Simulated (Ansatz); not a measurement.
```yaml
crystal:
  lattice:
    - [4.21255, 0.00000, 0.00000]
    - [2.10628, 3.64818, 0.00000]
    - [2.10628, -1.21606, 3.66123]
  atoms:
    - { symbol: Ge, position: [0.53608, 0.23196, 0.69589] }
    - { symbol: Te, position: [0.46392, 0.76804, 0.30411] }
```

No spin polarisation.

The values are results of Ansatz (a first-principles code) r2SCAN, no spin-orbit coupling, not measurements. Γ-centred 10×10×10 mesh, Fermi–Dirac width 0.05 eV.

Question: Predict the in-plane stress and space group.

Answer: The mean in-plane stress (compression positive) is -0.5 GPa. The space group is R3m (No. 160).

The cells carry an imposed strain or load. Whether these cells are dynamically stable was not tested. The cell was made from GeTe (space group R3m, No. 160; layered) by this change: biaxial strain +0.61 %, plane normal [001], relaxed out of plane. No dispersion term is included, though the crystal is made of layers, chains or molecules, so its spacings can come out too wide.
